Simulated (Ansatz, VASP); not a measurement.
**Mo: VASP beside Ansatz**

```
Mo
1.0
    -1.58728    1.58728    1.58728
     1.58728   -1.58728    1.58728
     1.58728    1.58728   -1.58728
Mo
1
Direct
  0.00000 0.00000 0.00000
```

Alike in both runs: task single point; functional PBE; k mesh 13 × 13 × 13; no spin polarisation.

```csv
,VASP,Ansatz
version,VASP 6.6.1,Ansatz 0.2.0
potentials or method,"VASP PAW PBE potentials, release 64 (Mo_sv)","plane waves, PAW"
plane-wave cutoff (eV),520,500
occupations,"methfessel-paxton of order 1, width 0.15 eV","cold, width 0.15 eV"
valence electrons in the cell,14,14
```

```csv
,VASP,Ansatz,Ansatz less VASP
pressure (GPa),-3.0,-3.5,-0.45
```
